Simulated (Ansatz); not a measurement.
# C (P6_3/mmc), ideal shear of a crystal plane

Level of theory: DFT r2SCAN, scalar-relativistic, plane waves, PAW (Ansatz). Settings: plane waves to 500 eV, k-mesh 10×10×2 (Γ-centred), Gaussian smearing 0.05 eV. No spin polarisation. Energies are free energies at this smearing, counted from the undisturbed cell; pressure is positive in compression.

The starting cell (relaxed at this level):

```
C
1.0
    -2.50984    0.00000    0.00000
    -1.25492   -2.17358    0.00000
     0.00000    0.00000   16.56065
C
16
Direct
  0.00000 0.00000 0.67147
  0.00000 0.00000 0.17147
  0.00000 0.00000 0.92147
  0.00000 0.00000 0.42147
  0.00000 0.00000 0.82853
  0.00000 0.00000 0.32853
  0.00000 0.00000 0.07853
  0.00000 0.00000 0.57853
  0.33333 0.33333 0.70275
  0.33333 0.33333 0.20275
  0.66667 0.66667 0.95275
  0.66667 0.66667 0.45275
  0.33333 0.33333 0.79725
  0.33333 0.33333 0.29725
  0.66667 0.66667 0.04725
  0.66667 0.66667 0.54725
```

The cut lies on the cell's a–b face, a (0 0 1) plane (indices in the standard cell, whose axes needn't be the Cartesian ones shown) of area 5.46 Å², between layers 1.57 Å apart. Vector c is tilted by f times 1·a + 1·b (length 4.347 Å) with the atoms' Cartesian places fixed: one unrelaxed fault a cell. The traction is dγ/du, the slope of γ against the slip u in Å. Some rows repeat others by symmetry and weren't run.

```
     f  γ (mJ/m²) traction (GPa)
0.0000          0             0.0
0.0833       1516            83.4
0.1667       5874           151.2
0.2500      11692           152.5
0.3333      14545             0.0
0.4167      13614           -32.0
0.5000      13017             0.0
0.5833      13614            32.0
0.6667      14545             0.0
0.7500      11692          -152.5
0.8333       5874          -151.2
0.9167       1516           -83.4
```

Problem. Read off the first barrier and the stress needed to climb it, and compare with Frenkel's sinusoid.

Solution. The first sampled maximum lies at f = 0.333, a slip of 1.45 Å, with γ ≈ 14545 mJ/m², which stands in for the unstable fault energy γ_us, and the steepest sampled slope before it is 152.5 GPa. A sinusoid γ = γ_us sin²(πu/λ) with its maximum there has λ = 2.90 Å and a largest slope πγ_us/λ = 157.7 GPa (1 mJ/m² per Å = 0.01 GPa). The stand-in is too high: a rotation axis of order three or more passes through this point, so the curvature is the same in every direction of the plane and the point is a peak of the γ-surface, which slip goes round.

Problem. Is there a metastable fault on this line?

Solution. The samples dip to a local minimum of 13017 mJ/m² at f = 0.500. It lies off the rotation axes, between two maxima that lie on them, so it is most likely the pass between two peaks of the γ-surface: a saddle for slip across the line, a better estimate of γ_us, and no metastable fault.

The cut is rigid; relaxing the faces lowers these energies and usually the stresses.

The gap closes along the scan, which can put kinks into the curve.

Cost: 7 runs of about 4.5 core-minutes in all, on Oxide Virtual Turin-like Processor (Zen 5) (shared hosts).